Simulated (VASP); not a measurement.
A run of VASP 6.6.1 is set up as follows.

Contents of INCAR:

```
SYSTEM = MoH6
PREC = Normal
ENCUT = 520
EDIFF = 1E-5
ISMEAR = 0
SIGMA = 0.15
LREAL = Auto
LASPH = .True.
NELM = 80
ALGO = Fast
ISIF = 2
LWAVE = .False.
LCHARG = .False.
GGA = PE
```

KPOINTS

```
regular mesh
0
Gamma
  9 9 2
  0 0 0
```

File POSCAR:

```
MoH6
1.0
    5.5604580000      0.0000000000      0.0000000000
   -1.3901140000      2.4077490000      0.0000000000
    0.0000000000      0.0000000000     11.1139200000
H Mo
12 2
Direct
    0.3333335000      0.3333330000      0.9009580000
    0.8333335000      0.3333330000      0.9009580000
    0.1666665000      0.6666670000      0.0990420000
    0.6666665000      0.6666670000      0.0990420000
    0.1666665000      0.6666670000      0.3426800000
    0.6666665000      0.6666670000      0.3426800000
    0.1666665000      0.6666670000      0.4098770000
    0.6666665000      0.6666670000      0.4098770000
    0.3333335000      0.3333330000      0.6573200000
    0.8333335000      0.3333330000      0.6573200000
    0.3333335000      0.3333330000      0.5901230000
    0.8333335000      0.3333330000      0.5901230000
    0.0000000000      0.0000000000      0.0000000000
    0.5000000000      0.0000000000      0.0000000000
```

Potentials or basis: VASP PAW PBE potentials, release 64 (H, Mo_sv).

Command:

```console
$ cat potpaw_PBE.64/H/POTCAR potpaw_PBE.64/Mo_sv/POTCAR > POTCAR
$ mpirun -np 1 vasp_std > vasp.out
```

**Question.** Estimate the largest force.

**Answer.** 0.037 eV/Å.

**Question.** Predict the pressure.

**Answer.** 0.0 GPa.

**Question.** Predict the band gap on the k mesh.

**Answer.** None (metal or under the smearing width).

Forces in eV/Å, atoms in the order of the input:
```
H   -0.008 -0.005 -0.036
H   -0.008 -0.005 -0.036
H    0.008  0.005  0.036
H    0.008  0.005  0.036
H    0.000  0.000  0.001
H    0.000  0.000  0.001
H    0.000  0.000 -0.004
H    0.000  0.000 -0.004
H    0.000  0.000 -0.001
H    0.000  0.000 -0.001
H    0.000  0.000  0.004
H    0.000  0.000  0.004
Mo   0.000  0.000  0.000
Mo   0.000  0.000  0.000
```
